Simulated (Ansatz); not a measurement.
**EuO (Fm-3m): compression over a wide range**

How does EuO (Fm-3m) respond to strong compression and slight expansion?

Method: DFT PBE, scalar-relativistic, plane waves, PAW, in Ansatz 0.2.0.

**1. The starting structure**

Symmetry: Fm-3m, No. 225, cubic system. The conventional cell has a = 5.061 Å, b = 5.061 Å, c = 5.061 Å, α = 90.00°, β = 90.00°, γ = 90.00°. Eu (site symmetry m-3m) has 6 O at 2.53 Å as nearest neighbours. O (site symmetry m-3m) has 6 Eu at 2.53 Å as nearest neighbours.

As a file:

```
CELL_PARAMETERS angstrom
0.00000 2.53030 2.53030
2.53030 0.00000 2.53030
2.53030 2.53030 0.00000
ATOMIC_POSITIONS crystal
Eu 0.00000 0.00000 0.00000
O 0.50000 0.50000 0.50000
```

This cell comes from an earlier session at PBE: 16.200 Å³/atom at 0.11 GPa, on a 12×12×12 mesh.

**2. Volume × 0.96**

File input.yaml:

```yaml
crystal:
  lattice:
    - [0.0, 2.4960984028, 2.4960984028]
    - [2.4960984028, 0.0, 2.4960984028]
    - [2.4960984028, 2.4960984028, 0.0]
  atoms:
    - { symbol: Eu, position: [0.0, 0.0, 0.0], spin: 7.24 }
    - { symbol: O, position: [0.5, 0.5, 0.5] }
basis:
  ecutwfc: 420
  ecutrho_ratio: 4
kpoints:
  mp_grid: { grid: [12, 12, 12] }
hamiltonian:
  xc: pbe
scf:
  occupations: { method: gaussian, width: 0.05 }
output:
  forces: true
  stress: true
  eigenvalues: true
  populations: true
magnetization:
  spin_polarized: true
```

Run with:

```console
$ ansatz run input.yaml --threads 2 --pin off --max-ram 5120MiB --backend cpu --events-out ev --progress --plain --runs-dir out
```

After this run come: Volume × 1.04; Volume × 0.92; Volume × 0.88; Volume × 0.84; Volume × 0.8; Volume × 0.76; Volume × 0.72.

Q: Predict the outcome of this session. Wanted: range of pressure; V0; B0; B0′.

As calculated:

| quantity | value |
| --- | --- |
| range of pressure | -3.4 to 67.3 GPa |
| V0 (fit) | 16.20 Å³/atom |
| B0 (fit) | 98 GPa |
| B0′ (fit) | 4.44 |

In words: A third-order Birch-Murnaghan fit follows the points with an rms miss of 0.34 meV/atom. Symmetry fixes shape and sites, so only the volume changes. Other structures may be lower in enthalpy at these pressures. No U or exact exchange acts on the open f shell of Eu, so the metal found here may be the functional's error. Spin–orbit coupling is left out, though the cell holds Eu; it splits the 4f levels. The compound is known to have a gap; with open d or f shells and no spin polarisation, the metallic result here does not describe the real solid.
